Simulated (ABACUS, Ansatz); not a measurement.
**Fitting the PBEsol energy curve of SnTe**

```
CELL_PARAMETERS angstrom
0.00000 3.15085 3.15085
3.15085 0.00000 3.15085
3.15085 3.15085 0.00000
ATOMIC_POSITIONS crystal
Te 0.50000 0.50000 0.50000
Sn 0.00000 0.00000 0.00000
```

The cell was scaled at fixed shape and fractions and run with Ansatz, Ansatz PAW (files of its older set among them), cutoff 640 eV; PBEsol, k mesh 7 × 7 × 7 on the cell of 2 atoms, fermi-dirac occupations of 0.05 eV, no spin polarisation, no spin-orbit coupling. The potentials were made for PBE. Energies are those that the program minimises, any entropy of the smearing included.

```csv
V (Å³/atom),energy over the lowest row (meV/atom)
29.4043,13.467
30.0299,4.721
30.6556,0.388
31.2812,0.000
31.9068,3.141
32.5324,?
33.1581,18.585
```

Fit the third-order Birch-Murnaghan form, give V0, B0 and B′, and predict the energy left open.

With y = (V0/V)^(2/3), E = E0 + (9 V0 B0/16) [(y - 1)³ B′ + (y - 1)² (6 - 4y)]. Least squares through the rows shown give V0 = 31.0310 Å³/atom, E0 = -0.292 meV, B0 = 46.84 GPa (1 eV/Å³ = 160.218 GPa) and B′ = 4.50, with a largest miss of 0.003 meV. At V = 32.5324 the form with these constants gives 9.446 meV; the run gave 9.446 meV an atom. Other set-ups at this level, from all their volumes (Å³/atom, GPa): ABACUS, PseudoDojo NC SR 0.4.1 PBEsol standard, plane waves: V0 31.076, B0 46.96; Ansatz, Ansatz PAW (made for PBE): V0 31.025, B0 46.85; Ansatz, PseudoDojo standard (made for PBE): V0 30.994, B0 46.98; Ansatz, PseudoDojo stringent (made for PBE): V0 31.073, B0 46.71. Measured volume: 31.45 Å³/atom at 300 K (a printed reference work), so the fit lies -1.3 % from it. The runs are for a static lattice.
